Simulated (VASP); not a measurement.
Write the native input for VASP 6.6.1 that does the following.

| Property | Result |
| --- | --- |
| Task | relaxation of cell and atoms |
| Functional | PBEsol |
| Potentials or basis | VASP PAW PBE potentials, release 64 (Ru_pv) |
| Cutoff | 600 eV |
| k mesh | 15 × 15 × 9 |
| Occupations | methfessel-paxton, width 0.1 eV |
| Spin | no spin polarisation |
| Further INCAR settings | ALGO = Normal; EDIFF = 1e-06; IBRION = 2; EDIFFG = -0.01; NSW = 90; ISIF = 3 |

The structure of Ru lies in POSCAR:

```
Ru
1.0
    2.7058000000      0.0000000000      0.0000000000
   -1.3529000000      2.3432915376      0.0000000000
    0.0000000000      0.0000000000      4.2819000000
Ru
2
Direct
    0.3333333333      0.6666666667      0.2500000000
    0.6666666667      0.3333333333      0.7500000000
```

These files were run (other wordings do the same):

INCAR

```
SYSTEM = Ru
PREC = Accurate ; ENCUT = 600
EDIFF = 1E-6 ; ISMEAR = 1
SIGMA = 0.1 ; LREAL = .False.
LASPH = .True. ; NELM = 80
ALGO = Normal ; ISIF = 3
LWAVE = .False. ; LCHARG = .False.
GGA = PS ; IBRION = 2
NSW = 90 ; EDIFFG = -0.01
KPAR = 2
```

KPOINTS

```
Automatic mesh
0
Gamma
  15 15 9
  0 0 0
```

Potentials or basis: VASP PAW PBE potentials, release 64 (Ru_pv).

The run is started by

```console
$ cat potpaw_PBE.64/Ru_pv/POTCAR > POTCAR
$ mpirun -np 2 vasp_std > vasp.out
```

It gave:

| Quantity | Value |
| --- | --- |
| Relaxed volume | 13.32 Å³/atom |
| Relaxed cell | a = 2.688 Å, b = 2.688 Å, c = 4.255 Å, α = 90.00°, β = 90.00°, γ = 120.00° |
| Space group after relaxing (to 0.05 Å) | P6_3/mmc (No. 194) |
| Energy gained by relaxing | 5.4 meV/atom |
| Ionic steps | 7 |
| Pressure after relaxing | 0.0 GPa |
| Band gap on the k mesh | none (metal or under the smearing width) |

Caveat: the PAW data sets were made with another functional, which shifts forces and pressure a little.

Run time: 52 s on 2 MPI ranks on Intel(R) Xeon(R) Platinum 8559C (Emerald Rapids), with other jobs on the host, peak memory 0.2 GiB a rank.
